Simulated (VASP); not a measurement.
The system is CdSe.

```
Cd Se
1.0
     0.00000    3.04621    3.04621
     3.04621    0.00000    3.04621
     3.04621    3.04621    0.00000
Cd Se
1 1
Direct
  0.00000 0.00000 0.00000
  0.75000 0.75000 0.75000
```

Measurements of this composition are mostly on another form, of space group No. 186.

Base run:

| Quantity | Value |
| --- | --- |
| Program | VASP 6.6.1 |
| Functional | r2SCAN |
| Potentials or basis | VASP PAW PBE potentials, release 64 (Cd, Se) |
| Cutoff | 520 eV |
| k mesh | 8 × 8 × 8 |
| Occupations | gaussian, width 0.03 eV |
| Spin | no spin polarisation |

Its results: band gap on the k mesh 1.08 eV, direct.

**Question.** After a change of settings the same cell gave: band gap on the k mesh 1.94 eV, direct. Which change was it?
A. functional from r2SCAN to PBE
B. functional from r2SCAN to TB-mBJ
C. functional from r2SCAN to LDA; potentials or basis from VASP PAW PBE potentials, release 64 (Cd, Se) to VASP PAW LDA potentials, release 64 (Cd, Se)
D. functional from r2SCAN to PBE; further incar settings from ALGO = Normal; EDIFF = 1e-07; NBANDS = 16 to ALGO = Normal; EDIFF = 1e-07; NBANDS = 33

**Answer.** B.
